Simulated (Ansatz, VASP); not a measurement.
One calculation of Se, two programs

```
Se
1.0
     4.41248    0.00000    0.00000
    -2.20624    3.82132    0.00000
     0.00000    0.00000    5.01458
Se
3
Direct
  0.21700 0.00000 0.16667
  0.00000 0.21700 0.83333
  0.78300 0.78300 0.50000
```

Change from the starting cell: volume scaled by 1.04.

Alike in both runs: task single point; functional PBEsol; k mesh 8 × 8 × 6; occupations fermi-dirac, width 0.02 eV; no spin polarisation.

```csv
,VASP,Ansatz
version,VASP 6.6.1,Ansatz 0.2.0
potentials or method,"VASP PAW PBE potentials, release 64 (Se), cutoff 520 eV","all-electron LAPW, scalar-relativistic"
```

```csv
,VASP,Ansatz,Ansatz less VASP
gap on the k mesh at the Fermi level (eV),1.02,1.04,+0.022
pressure (GPa),0.7,0.5,-0.20
largest component of the traceless stress (GPa),0.60,0.50,-0.094
rms of the force components (eV/Å),0.346,0.314,-0.0319
```

Atom by atom the forces differ by 0.032 eV/Å (rms over components). Ansatz ran all-electron here, so the differences hold the error of VASP's frozen core and of both bases.

Caveats: the PAW data sets were made with another functional, which shifts forces and pressure a little (VASP). A k mesh can miss the band edges.
